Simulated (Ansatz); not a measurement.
# H2C19: the cost of one run

All numbers below are computed with Ansatz 0.2.0 (DFT PBE, plane waves, PAW, scalar-relativistic, no spin polarisation).

## Step 1: The system as given

The cell holds 21 atoms (C19H2): a = 7.398 Å, b = 7.398 Å, c = 11.000 Å, α = 90.00°, β = 90.00°, γ = 120.00°.

As a file:

```
CELL_PARAMETERS angstrom
7.39800 0.00000 0.00000
-3.69900 6.40686 0.00000
0.00000 0.00000 11.00000
ATOMIC_POSITIONS crystal
C 0.00000 0.00000 0.09091
C 0.22222 0.11111 0.09091
C 0.00000 0.33333 0.09091
C 0.22222 0.44444 0.09091
C 0.00000 0.66667 0.09091
C 0.22222 0.77778 0.09091
C 0.33333 0.00000 0.09091
C 0.55556 0.11111 0.09091
C 0.33333 0.33333 0.09091
C 0.55556 0.44444 0.09091
C 0.33333 0.66667 0.09091
C 0.55556 0.77778 0.09091
C 0.66667 0.00000 0.09091
C 0.88889 0.11111 0.09091
C 0.66667 0.33333 0.09091
C 0.88889 0.44444 0.09091
C 0.66667 0.66667 0.09091
C 0.88889 0.77778 0.09091
C 0.25220 0.63769 0.22364
H 0.33030 0.57561 0.27818
H 0.17411 0.69976 0.27818
```

## Step 2: End point A

Input file input.yaml:

```yaml
crystal:
  lattice:
    - [7.398, 0.0, 0.0]
    - [-3.699, 6.406856, 0.0]
    - [0.0, 0.0, 11.0]
  atoms:
    - { symbol: C, position: [0.0, 0.0, 0.0909091] }
    - { symbol: C, position: [0.2222222, 0.1111111, 0.0909091] }
    - { symbol: C, position: [0.0, 0.3333333, 0.0909091] }
    - { symbol: C, position: [0.2222222, 0.4444444, 0.0909091] }
    - { symbol: C, position: [0.0, 0.6666667, 0.0909091] }
    - { symbol: C, position: [0.2222222, 0.7777778, 0.0909091] }
    - { symbol: C, position: [0.3333333, 0.0, 0.0909091] }
    - { symbol: C, position: [0.5555556, 0.1111111, 0.0909091] }
    - { symbol: C, position: [0.3333333, 0.3333333, 0.0909091] }
    - { symbol: C, position: [0.5555556, 0.4444444, 0.0909091] }
    - { symbol: C, position: [0.3333333, 0.6666667, 0.0909091] }
    - { symbol: C, position: [0.5555556, 0.7777778, 0.0909091] }
    - { symbol: C, position: [0.6666667, 0.0, 0.0909091] }
    - { symbol: C, position: [0.8888889, 0.1111111, 0.0909091] }
    - { symbol: C, position: [0.6666667, 0.3333333, 0.0909091] }
    - { symbol: C, position: [0.8888889, 0.4444444, 0.0909091] }
    - { symbol: C, position: [0.6666667, 0.6666667, 0.0909091] }
    - { symbol: C, position: [0.8888889, 0.7777778, 0.0909091] }
    - { symbol: C, position: [0.2522033, 0.6376886, 0.2236364] }
    - { symbol: H, position: [0.3302977, 0.5756132, 0.2781818] }
    - { symbol: H, position: [0.174109, 0.699764, 0.2781818] }
basis:
  ecutwfc: 420.0
kpoints:
  mp_grid: { grid: [2, 2, 1] }
hamiltonian:
  xc: pbe
scf:
  occupations: { method: gaussian, width: 0.02 }
  lower_state_search: "off"
relax:
  f_tol: 0.03
  max_steps: 60
  adjacent_minimum: "off"
output:
  write_density: true
  write_potential: true
  elf: true
  volumetric_format: npy
```

The run is started by

```
ansatz run input.yaml --threads 1 --pin off --max-ram 3072MiB --backend cpu --events-out ev --progress --plain --runs-dir out
```

What time and memory should one allow on 1 thread of Arm Neoverse V1, shared host?

About 88 s, with a peak of 0.6 GiB.
